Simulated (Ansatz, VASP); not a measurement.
# Two plane-wave programs on Na

The input INCAR:

```
ALGO = Fast
DIPOL = 0.5 0.5 0.262
EDIFF = 1E-7
ENCUT = 520
GGA = PE
IDIPOL = 3
ISIF = 2
ISMEAR = 0
LASPH = True
LCHARG = False
LDIPOL = True
LREAL = False
LWAVE = False
NBANDS = 38
NELM = 100
PREC = Accurate
SIGMA = 0.1
```

Contents of KPOINTS:

```
k-points
0
Gamma
  4 4 1
```

Contents of POSCAR:

```
Na
1.0
    7.2665057608      0.0000000000      0.0000000000
   -2.4221685869      6.8509273320      0.0000000000
    0.0000000000      0.0000000000     20.9665385532
Na
8
Direct
    0.2500000000      0.2500000000      0.1907801800
    0.2500000000      0.7500000000      0.1907801800
    0.7500000000      0.2500000000      0.1907801800
    0.7500000000      0.7500000000      0.1907801800
    0.0000000000      0.0000000000      0.3322693699
    0.0000000000      0.5000000000      0.3322693699
    0.5000000000      0.0000000000      0.3322693699
    0.5000000000      0.5000000000      0.3322693699
```

Input for Ansatz:

```yaml
crystal:
  lattice:
    - [7.2665057608, 0.0, 0.0]
    - [-2.4221685869, 6.850927332, 0.0]
    - [0.0, 0.0, 20.9665385532]
  atoms:
    - { symbol: Na, position: [0.25, 0.25, 0.19078018] }
    - { symbol: Na, position: [0.25, 0.75, 0.19078018] }
    - { symbol: Na, position: [0.75, 0.25, 0.19078018] }
    - { symbol: Na, position: [0.75, 0.75, 0.19078018] }
    - { symbol: Na, position: [0.0, 0.0, 0.3322693699] }
    - { symbol: Na, position: [0.0, 0.5, 0.3322693699] }
    - { symbol: Na, position: [0.5, 0.0, 0.3322693699] }
    - { symbol: Na, position: [0.5, 0.5, 0.3322693699] }
basis:
  ecutwfc: 420
kpoints:
  mp_grid: { grid: [4, 4, 1] }
hamiltonian:
  xc: pbe
scf:
  occupations: { method: gaussian, width: 0.1 }
output:
  forces: true
  eigenvalues: true
efield:
  axis: 3
  dipole_correction: true
  ramp_width: 0.04
```

Alike in both runs: task single point; functional PBE; k mesh 4 × 4 × 1; occupations gaussian, width 0.1 eV; no spin polarisation.

|  | VASP | Ansatz |
| --- | --- | --- |
| version | VASP 6.6.1 | Ansatz 0.2.0 |
| potentials or method | VASP PAW PBE potentials, release 64 (Na_pv) | scalar-relativistic, plane waves, PAW |
| plane-wave cutoff (eV) | 520 | 420 |
| valence electrons in the cell | 56 | 72 |

|  | VASP | Ansatz | Ansatz less VASP |
| --- | --- | --- | --- |
| gap on the k mesh at the Fermi level (eV) | none | none | - |
| rms of the force components (eV/Å) | 0.005 | 0.005 | -0.0002 |

Atom by atom the forces differ by 0.000 eV/Å (rms over components). A gap of «none» marks a metal or a gap that the smearing closes. The two sets of potentials don't hold the same shells in valence.
